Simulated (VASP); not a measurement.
Input of a VASP 6.6.1 run:

The input INCAR:

```
PREC = Accurate ; ENCUT = 600
EDIFF = 1E-7 ; ISMEAR = -1
SIGMA = 0.05 ; LREAL = False
LASPH = True ; NELM = 100
ALGO = Fast ; ISIF = 3
LWAVE = False ; LCHARG = False
GGA = B5 ; ALDAX = 1.0
AGGAX = 1.0 ; AGGAC = 1.0
ALDAC = 0.0 ; IVDW = 13
VDW_S6 = 1.0 ; VDW_S8 = 2.34076671
VDW_A1 = 0.44488865 ; VDW_A2 = 4.0933009
IBRION = 2 ; NSW = 40
EDIFFG = -0.005
```

Contents of KPOINTS:

```
Automatic mesh
0
Gamma
  10 10 9
```

POSCAR

```
WC
1.0
    2.9065000000      0.0000000000      0.0000000000
   -1.4532500000      2.5171028361      0.0000000000
    0.0000000000      0.0000000000      2.8366000000
W C
1 1
Direct
    0.0000000000      0.0000000000      0.0000000000
    0.6666666667      0.3333333333      0.5000000000
```

Potentials or basis: VASP PAW PBE potentials, release 64 (W_sv, C).

Run with:

```sh
$ cat potpaw_PBE.64/W_sv/POTCAR potpaw_PBE.64/C/POTCAR > POTCAR
$ mpirun -np 1 vasp_std > vasp.out
```

(1) Predict the relaxed cell.

(2) Predict the band gap on the k mesh.

Results:

(1) a = 2.926 Å, b = 2.926 Å, c = 2.849 Å, α = 90.00°, β = 90.00°, γ = 120.00°.

(2) none (metal or under the smearing width).
